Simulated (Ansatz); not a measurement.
# C (P6_3/mmc) in Ansatz: notebook

Aim: see how the results for C move with the level of theory and the settings. Levels: BLYP+D4, PBE, BLYP+D3(BJ), PBEsol+D3(BJ), PBEsol+D4. Tasks: relaxation of cell and atoms, single point.

The COD entry that gives the cell may itself be a prediction, so a difference from it is no test against experiment.

Everything below comes from runs of Ansatz 0.2.0. Logs are shortened: lines on timing, memory, paths and dates and some standing lists are left out, and cuts for length are marked.

**1. Starting point**

It takes space group P6_3/mmc (No. 194, hexagonal). Conventional cell: a = 2.522 Å, b = 2.522 Å, c = 12.356 Å, α = 90.00°, β = 90.00°, γ = 120.00°. C (site symmetry 3m) is surrounded by 4 C at 1.54 Å. Around C (site symmetry 3m) lie 4 C at 1.54 Å. Around C (site symmetry 3m) lie 4 C at 1.54 Å.

This is a hexagonal form of diamond, not graphite.

**2. Relaxation of cell and atoms, BLYP+D4**

input.yaml

```yaml
crystal:
  lattice:
    - [2.5221, 0.0, 0.0]
    - [-1.26105, 2.1842026709, 0.0]
    - [0.0, 0.0, 12.3557]
  atoms:
    - { symbol: C, position: [0.6666666667, 0.3333333333, 0.35417] }
    - { symbol: C, position: [0.3333333333, 0.6666666667, 0.85417] }
    - { symbol: C, position: [0.6666666667, 0.3333333333, 0.14583] }
    - { symbol: C, position: [0.3333333333, 0.6666666667, 0.64583] }
    - { symbol: C, position: [0.6666666667, 0.3333333333, 0.47917] }
    - { symbol: C, position: [0.3333333333, 0.6666666667, 0.97917] }
    - { symbol: C, position: [0.6666666667, 0.3333333333, 0.02083] }
    - { symbol: C, position: [0.3333333333, 0.6666666667, 0.52083] }
    - { symbol: C, position: [0.0, 0.0, 0.8125] }
    - { symbol: C, position: [0.0, 0.0, 0.3125] }
    - { symbol: C, position: [0.0, 0.0, 0.6875] }
    - { symbol: C, position: [0.0, 0.0, 0.1875] }
hamiltonian:
  xc: blyp
  pseudopotentials: { kind: paw }
  dispersion: d4
kpoints:
  mp_grid: { grid: [12, 12, 3] }
scf:
  occupations: { method: fermi_dirac, width: 0.05 }
output:
  forces: true
  stress: true
relax:
  f_tol: 0.01
  max_steps: 40
  cell: { stress_tol: 0.05 }
```

Potentials or basis: Ansatz PAW.

Started as:

```console
> ansatz run input.yaml --threads 4 --pin off --max-ram 11264MiB --backend cpu --events-out ev --progress --plain --runs-dir out
```

The log of the run:

```text
Warning: RAYON_NUM_THREADS=4 ignored (pool sized by the plan → 4); use --threads N
Engine: ansatz 0.2.0, x86_64-unknown-linux-gnu
Pseudopotentials: kind: paw
Pseudopotential: C, paw, valence charge 4, recommended cutoff 420 eV (normal), C.paw.azcp
Functional definition: BLYP
  parameter beta = 0.0042
  parameter a = 0.04918
  parameter b = 0.132
  parameter c = 0.2533
  parameter d = 0.349
  exchange = b88_x(beta = beta)
  correlation = lyp_c(a = a, b = b, c = c, d = d)
Crystal: 12 atoms, lattice volume = 68.065 Å³
Basis set: ecut = 420 eV, 1355 PW (Γ), exchange–correlation on 36×36×180 points (8 copies of the dense FFT grid, shifted against one another)
Bands: 36, of which v1, the nominal top of the filled ones, is band 24 counted from 1 (23 counted from 0)
Symmetry: 24 space group operations
Space group: P63/mmc (ITA 194), of the structure as read, at distance tolerance 4.1e-5 Å
k-points: 38 of 432
Non-local potential: C, projectors of the file, l = 0: 2, l = 1: 2, l = 2: 1
PAW form: soft (Blöchl's): semilocal exchange-correlation on the pseudo side does not see the compensation charge
PAW frozen core: C, regenerated for the run's functional, and the local potential with it (the file was generated under x = pbe(κ = 0.804, μ = 0.2195149727645171), c = pbe(β = 0.06672455060314922))
PAW one-centre angular grid: C, 110 points (default); XC on 64 Gauss nodes
Initial density: superposition of atomic densities (neutral atoms: chi_scale 0, normalization atom), corrected by the library's trained network
Initial wavefunctions: pseudopotential atomic-orbital guess
Functional: x = b88, c = lyp
SCF iter   1: F=—  HF=-3022.829609 eV  |F-HF|=—  |Δ(HF+E_count)|=         —  Δρ=1.75e-2  dr2=1.43e-1  ethr=1.77e-3  ⟨swp⟩=6.1  Hψ=6374  notcnv=0  defer=25
preconditioner: auto → none  [insulator: Δε(μ)=4.770 eV  Ē_g=17.104 eV  σ=0.050 eV  W_gap=1.00  n_scr=10 (ndim 8)  ℏωp=31.2 eV  f_vac=0.000  D(μ)=0.00/eV (n_scr^D=0)  ε∞_Penn≈4.3]
SCF iter   2: F=—  HF=-3022.772067 eV  |F-HF|=—  |Δ(HF+E_count)|=   5.75e-2  Δρ=6.47e-3  dr2=1.92e-2  ethr=2.97e-4  ⟨swp⟩=3.0  Hψ=2806  notcnv=0  defer=217
SCF iter   3: F=—  HF=-3022.763565 eV  |F-HF|=—  |Δ(HF+E_count)|=   8.50e-3  Δρ=2.80e-4  dr2=8.34e-5  ethr=3.99e-5  ⟨swp⟩=2.0  Hψ=2277  notcnv=0  defer=217
SCF iter   4: F=—  HF=-3022.763523 eV  |F-HF|=—  |Δ(HF+E_count)|=   4.23e-5  Δρ=1.27e-4  dr2=2.24e-6  ethr=1.74e-7  ⟨swp⟩=2.0  Hψ=1830  notcnv=0  defer=217
iter 5 did not close the SCF: its close was put off for the readings that it lacked (scf_convergence_deferred on its scf_iter line)
SCF iter   5: F=-3022.763528 eV  HF=-3022.763528 eV  |F-HF|=5.26e-8  |Δ(HF+E_count)|=   5.18e-6  Δρ=1.62e-5  dr2=5.01e-8  ethr=4.67e-9  ⟨swp⟩=2.0  Hψ=2044  notcnv=0  defer=217
SCF iter   6: F=-3022.763528 eV  HF=-3022.763528 eV  |F-HF|=3.68e-11  |Δ(HF+E_count)|=   6.07e-8  Δρ=1.65e-6  dr2=7.59e-10  ethr=1.04e-10  ⟨swp⟩=2.0  Hψ=3999  notcnv=0
SCF 1 converged in 6 iterations: F = -3022.763528 eV  dr2 = 7.59e-10
relax step   1: F+E_penalty+E_count = -3022.76352786 eV  Δ(F+E_penalty+E_count) = +0.000e0 eV  max|allowed force component| = 3.204e-1 eV/Å  Δτ_max = 0.0000 Å  P = +0.670 GPa  Ω = 68.065 Å³  (6 SCF iters, dr2 threshold 1.00e-7 eV, accepted)
Crystal: 12 atoms, lattice volume = 68.121 Å³
Basis set: ecut = 420 eV, 1331 PW (Γ), exchange–correlation on 36×36×180 points (8 copies of the dense FFT grid, shifted against one another)
Initial density: handed on by an earlier stage of this run
Initial wavefunctions: those handed on with the density
iter 1 solved again at ethr=6.91e-6 eV; its pass at ethr=3.10e-3 eV (dr2=3.31e-3 eV) is discarded
SCF iter   1: F=—  HF=-3022.777213 eV  |F-HF|=—  |Δ(HF+E_count)|=         —  Δρ=2.75e-3  dr2=3.22e-3  ethr=6.91e-6  ⟨swp⟩=3.0  Hψ=6555  notcnv=0  defer=2
preconditioner: auto → none  [insulator: Δε(μ)=4.684 eV  Ē_g=17.079 eV  σ=0.050 eV  W_gap=1.00  n_scr=10 (ndim 8)  ℏωp=31.2 eV  f_vac=0.000  D(μ)=0.00/eV (n_scr^D=0)  ε∞_Penn≈4.3]
SCF iter   2: F=—  HF=-3022.776636 eV  |F-HF|=—  |Δ(HF+E_count)|=   5.77e-4  Δρ=1.11e-3  dr2=3.16e-4  ethr=6.72e-6  ⟨swp⟩=2.3  Hψ=1943  notcnv=0  defer=1
SCF iter   3: F=—  HF=-3022.776640 eV  |F-HF|=—  |Δ(HF+E_count)|=   3.91e-6  Δρ=3.52e-4  dr2=2.82e-5  ethr=6.59e-7  ⟨swp⟩=2.4  Hψ=2291  notcnv=0  defer=1
iter 4 did not close the SCF: its close was put off for the readings that it lacked (scf_convergence_deferred on its scf_iter line)
SCF iter   4: F=-3022.776649 eV  HF=-3022.776649 eV  |F-HF|=4.21e-7  |Δ(HF+E_count)|=   9.19e-6  Δρ=5.57e-5  dr2=5.26e-7  ethr=5.88e-8  ⟨swp⟩=2.6  Hψ=2227  notcnv=0  defer=1
iter 5 did not close the SCF: its close was put off for the readings that it lacked (scf_convergence_deferred on its scf_iter line)
SCF iter   5: F=-3022.776649 eV  HF=-3022.776649 eV  |F-HF|=4.75e-9  |Δ(HF+E_count)|=   4.78e-7  Δρ=7.02e-6  dr2=1.88e-8  ethr=1.10e-9  ⟨swp⟩=2.6  Hψ=2341  notcnv=0  defer=1
SCF iter   6: F=-3022.776649 eV  HF=-3022.776649 eV  |F-HF|=1.57e-10  |Δ(HF+E_count)|=   2.11e-9  Δρ=1.01e-6  dr2=2.12e-10  ethr=3.91e-11  ⟨swp⟩=1.4  Hψ=3729  notcnv=0
SCF 2 converged in 6 iterations: F = -3022.776649 eV  dr2 = 2.12e-10
relax step   2: F+E_penalty+E_count = -3022.77664949 eV  Δ(F+E_penalty+E_count) = -1.312e-2 eV  max|allowed force component| = 3.413e-1 eV/Å  Δτ_max = 0.0095 Å  P = +0.217 GPa  Ω = 68.121 Å³  energy of the carried Pulay correction = -4.306e-4 eV  (6 SCF iters, dr2 threshold 1.20e-6 eV, accepted)
Crystal: 12 atoms, lattice volume = 68.143 Å³
iter 1 solved again at ethr=4.94e-7 eV; its pass at ethr=3.10e-3 eV (dr2=2.37e-4 eV) is discarded
[... 50 lines left out ...]
iter 4 did not close the SCF: its close was put off for the readings that it lacked (scf_convergence_deferred on its scf_iter line)
SCF iter   4: F=-3022.782279 eV  HF=-3022.782279 eV  |F-HF|=5.91e-12  |Δ(HF+E_count)|=  3.80e-10  Δρ=2.79e-7  dr2=2.66e-11  ethr=1.69e-12  ⟨swp⟩=2.1  Hψ=2227  notcnv=0
iter 5 did not close the SCF: its close was put off for the readings that it lacked (scf_convergence_deferred on its scf_iter line)
SCF iter   5: F=-3022.782279 eV  HF=-3022.782279 eV  |F-HF|=4.55e-13  |Δ(HF+E_count)|=  2.73e-12  Δρ=4.89e-8  dr2=1.41e-12  ethr=1.00e-12  ⟨swp⟩=1.0  Hψ=1368  notcnv=0
iter 6 did not close the SCF: its close was put off for the readings that it lacked (scf_convergence_deferred on its scf_iter line)
SCF iter   6: F=-3022.782279 eV  HF=-3022.782279 eV  |F-HF|=4.55e-13  |Δ(HF+E_count)|=  9.09e-13  Δρ=2.13e-8  dr2=1.72e-13  ethr=1.00e-12  ⟨swp⟩=1.0  Hψ=1368  notcnv=0
SCF iter   7: F=-3022.782279 eV  HF=-3022.782279 eV  |F-HF|=0.00e0  |Δ(HF+E_count)|=  4.55e-13  Δρ=6.03e-9  dr2=2.22e-14  ethr=1.00e-12  ⟨swp⟩=1.0  Hψ=2888  notcnv=0
SCF 6 converged in 7 iterations: F = -3022.782279 eV  dr2 = 2.22e-14
relax step   6: F+E_penalty+E_count = -3022.78227914 eV  Δ(F+E_penalty+E_count) = +1.402e-5 eV  max|allowed force component| = 8.543e-5 eV/Å  Δτ_max = 0.0000 Å  P = +0.000 GPa  Ω = 68.163 Å³  energy of the carried Pulay correction = -1.725e-5 eV  (7 SCF iters, dr2 threshold 3.53e-8 eV, accepted)
iter 1 solved again at ethr=2.27e-8 eV; its pass at ethr=3.10e-3 eV (dr2=1.09e-5 eV) is discarded
SCF iter   1: F=—  HF=-3022.782284 eV  |F-HF|=—  |Δ(HF+E_count)|=         —  Δρ=2.00e-6  dr2=5.78e-10  ethr=2.27e-8  ⟨swp⟩=3.6  Hψ=10511  notcnv=0
eigensolver tolerance schedule: the retry pair's looser diagonalisation over-reported the residual by 18819.10 of it (diagonalisation noise at 0.16 of the residual, at the tolerance the schedule requests for it); recorded, not acted on — ethr = c·dr2/N_el stays at c = 1.0e-1
SCF iter   2: F=—  HF=-3022.782242 eV  |F-HF|=—  |Δ(HF+E_count)|=   4.23e-5  Δρ=1.08e-6  dr2=1.76e-10  ethr=1.20e-12  ⟨swp⟩=3.4  Hψ=3242  notcnv=0
iter 3 did not close the SCF: its close was put off for the readings that it lacked (scf_convergence_deferred on its scf_iter line)
SCF iter   3: F=-3022.782242 eV  HF=-3022.782242 eV  |F-HF|=3.29e-10  |Δ(HF+E_count)|=  4.00e-10  Δρ=7.32e-7  dr2=7.23e-11  ethr=1.00e-12  ⟨swp⟩=1.0  Hψ=1368  notcnv=0
iter 4 did not close the SCF: its close was put off for the readings that it lacked (scf_convergence_deferred on its scf_iter line)
SCF iter   4: F=-3022.782242 eV  HF=-3022.782242 eV  |F-HF|=0.00e0  |Δ(HF+E_count)|=  3.56e-10  Δρ=5.53e-8  dr2=1.13e-12  ethr=1.00e-12  ⟨swp⟩=2.3  Hψ=2015  notcnv=0
iter 5 did not close the SCF: its close was put off for the readings that it lacked (scf_convergence_deferred on its scf_iter line)
SCF iter   5: F=-3022.782242 eV  HF=-3022.782242 eV  |F-HF|=1.36e-12  |Δ(HF+E_count)|=    0.00e0  Δρ=3.53e-8  dr2=2.52e-13  ethr=1.00e-12  ⟨swp⟩=1.0  Hψ=1368  notcnv=0
iter 6 did not close the SCF: its close was put off for the readings that it lacked (scf_convergence_deferred on its scf_iter line)
SCF iter   6: F=-3022.782242 eV  HF=-3022.782242 eV  |F-HF|=9.09e-13  |Δ(HF+E_count)|=  9.09e-13  Δρ=1.82e-8  dr2=6.17e-14  ethr=1.00e-12  ⟨swp⟩=1.0  Hψ=1368  notcnv=0
SCF iter   7: F=-3022.782242 eV  HF=-3022.782242 eV  |F-HF|=9.09e-13  |Δ(HF+E_count)|=    0.00e0  Δρ=9.66e-9  dr2=1.74e-14  ethr=1.00e-12  ⟨swp⟩=1.5  Hψ=2950  notcnv=0
SCF 7 converged in 7 iterations: F = -3022.782242 eV  dr2 = 1.74e-14
relax step   7: F+E_penalty+E_count = -3022.78224157 eV  Δ(F+E_penalty+E_count) = +3.757e-5 eV  max|allowed force component| = 8.296e-5 eV/Å  Δτ_max = 0.0000 Å  P = +0.000 GPa  Ω = 68.163 Å³  stress off target by 1.63e-3 GPa  SCF on the basis re-selected at this cell (its energy is not comparable with the rows above)  (7 SCF iters)
basis re-selected at this cell: Δ(F+E_penalty+E_count) = +3.757e-5 eV, ΔP = -0.000 GPa vs the last step (what re-selecting the basis moved, of the pressure what is left beyond the Pulay correction that the steps carried, after the strain that the cell walked since its last selection, with what the two solves' SCF thresholds leave and, on support functions, any second-order correction that the steps lacked; it is no measure of the basis error at this ecutwfc). This SCF's stress stands 1.63e-3 GPa from its target on what of the cell is left free (relax.cell.stress_tol is 5.00e-2 GPa) and its largest allowed force component is 8.30e-5 eV/Å (relax.f_tol is 1.00e-2 eV/Å): within both
SCF converged after 7 iterations
Free energy (F): -3022.782242 eV
Harris-Foulkes:  -3022.782242 eV  (|F-HF|=9.09e-13)
Internal energy: -3022.782242 eV  (E = F + TS)
E sigma→0 (E₀):  -3022.782242 eV
Fermi energy:    15.994360 eV
--- Per-component energies (eV) ---
  E_band       = 228.347401
  E_kinetic    = 1116.606718
  E_local      = -761.458361  (includes V_loc(G=0)·N_el)
  E_nonlocal   = 331.137889
  E_hartree    = 168.431260
  E_xc         = -572.624127
  E_vxc        = -709.299981  (∫ρ·V_xc dr)
  E_paw        = -1214.299474  (= ΣΔE_a)
  E_vpaw       = -85.501500  (= ΣTr[D̂ρ^β])
  E_aug_tail   = 0.000117  (compensation charges beyond the density's cutoff)
  E_ewald      = -2085.620803
  E_disp       = -4.975314  (pairwise vdW)
  E_core_change = 0.019853  (= ΣΔE_core)
  E_smearing   = -0.000000  (= −TS)
  E_closure    = 0.000000  (closes the sum)
  Σ components = -3022.782242   (vs F -3022.782242, Δ=0.00e0)
--- Forces (eV/Å), atoms counted from 1 ---
  atom   1  C     -0.00000000    -0.00000000    -0.00004873
  atom   2  C     -0.00000000     0.00000000    -0.00004873
  atom   3  C     -0.00000000    -0.00000000     0.00004873
  atom   4  C     -0.00000000     0.00000000     0.00004873
  atom   5  C     -0.00000000     0.00000000     0.00008296
  atom   6  C     -0.00000000    -0.00000000     0.00008296
  atom   7  C     -0.00000000     0.00000000    -0.00008296
  atom   8  C     -0.00000000    -0.00000000    -0.00008296
  atom   9  C     -0.00000000    -0.00000000     0.00000478
  atom  10  C     -0.00000000     0.00000000     0.00000478
  atom  11  C     -0.00000000    -0.00000000    -0.00000478
  atom  12  C     -0.00000000     0.00000000    -0.00000478
  max |Σ_I F_I| component: 3.33e-16 eV/Å
--- Stress (GPa, compression-positive) ---
       -0.000445       0.000000       0.000000
        0.000000      -0.000445       0.000000
        0.000000       0.000000       0.001630
  P = ⅓ Tr σ = 0.0002 GPa (0.002 kbar)
--- Relaxed structure (5 steps of the walk, 5 accepted, 2 SCFs on fresh bases) ---
  F+E_penalty+E_count = -3022.78224157 eV   max|allowed force component| = 8.296e-5 eV/Å   (the final SCF, on the basis selected at the relaxed cell)
  cell:  # Å, volume = 68.1635 Å³
    - [2.5177458093673937, 3.872642251732725e-37, 0.0]
    - [-1.2588729046836968, 2.180431831183975, 0.0]
    - [0.0, 0.0, 12.416448261489855]
  atoms:
    - { symbol: C, position: [0.6666666666666667, 0.3333333333333333, 0.3549123409230947] }
    - { symbol: C, position: [0.3333333333333333, 0.6666666666666666, 0.8549123409230948] }
    - { symbol: C, position: [0.6666666666666667, 0.3333333333333333, 0.14508765907690527] }
    - { symbol: C, position: [0.3333333333333333, 0.6666666666666666, 0.6450876590769054] }
    - { symbol: C, position: [0.6666666666666667, 0.3333333333333333, 0.4792371375177516] }
    - { symbol: C, position: [0.3333333333333333, 0.6666666666666666, 0.9792371375177514] }
    - { symbol: C, position: [0.6666666666666667, 0.3333333333333333, 0.020762862482248505] }
    - { symbol: C, position: [0.3333333333333333, 0.6666666666666666, 0.5207628624822485] }
    - { symbol: C, position: [-3.879537306242716e-34, 1.2026147971218138e-33, 0.8131499933990927] }
    - { symbol: C, position: [4.795185236802155e-34, -1.236905239402273e-33, 0.3131499933990926] }
    - { symbol: C, position: [1.7991092680305587e-34, 1.3201820277976736e-33, 0.6868500066009073] }
    - { symbol: C, position: [1.5937399459209445e-34, -1.2662970470712378e-33, 0.18685000660090745] }
```

Run time: 24 s. Hardware: 4 threads of Intel Xeon at 2.70GHz, shared host; peak memory 0.45 GiB.

What came out:

```yaml
Free_energy: -3022.7822 eV
Relaxed_volume: 5.68 Å³/atom
Relaxed_cell: a = 2.518 Å, b = 2.518 Å, c = 12.416 Å, α = 90.00°, β = 90.00°, γ = 120.00°
Space_group_after_relaxing_to_0.05_Å: P6_3/mmc (No. 194)
Energy_gained_by_relaxing: 1.6 meV/atom
Ionic_steps: 7
Pressure_after_relaxing: 0.0 GPa
Band_gap_on_the_k_mesh: 4.74 eV
```

Step by step:
```csv
step,energy change (eV),largest force (eV/Å),volume (Å³)
1,0.0000,0.3204,68.06
2,-0.0131,0.3413,68.12
3,-0.0167,0.1829,68.14
4,-0.0177,0.0013,68.16
5,-0.0188,0.0021,68.16
6,-0.0188,0.0001,68.16
7,-0.0187,0.0001,68.16
```

Final structure:
```yaml
crystal:
  lattice:
    - [2.51775, 0.00000, 0.00000]
    - [-1.25887, 2.18043, 0.00000]
    - [0.00000, 0.00000, 12.41645]
  atoms:
    - { symbol: C, position: [0.66667, 0.33333, 0.35491] }
    - { symbol: C, position: [0.33333, 0.66667, 0.85491] }
    - { symbol: C, position: [0.66667, 0.33333, 0.14509] }
    - { symbol: C, position: [0.33333, 0.66667, 0.64509] }
    - { symbol: C, position: [0.66667, 0.33333, 0.47924] }
    - { symbol: C, position: [0.33333, 0.66667, 0.97924] }
    - { symbol: C, position: [0.66667, 0.33333, 0.02076] }
    - { symbol: C, position: [0.33333, 0.66667, 0.52076] }
    - { symbol: C, position: [0.00000, 0.00000, 0.81315] }
    - { symbol: C, position: [0.00000, 0.00000, 0.31315] }
    - { symbol: C, position: [0.00000, 0.00000, 0.68685] }
    - { symbol: C, position: [0.00000, 0.00000, 0.18685] }
```

Caveat: odd divisions of the mesh miss points on the zone boundary, where band edges often lie, so the gap on the mesh can be too wide; the plane-wave basis is chosen anew once the cell has moved, so the energies of steps on either side of that aren't comparable; the pressure holds a Pulay correction of +1.2 GPa for the finite cutoff; the PAW data sets come from PBE, with cores solved anew for the run's functional, which leaves a small shift of forces and pressure.

[end of part 1 of 2]
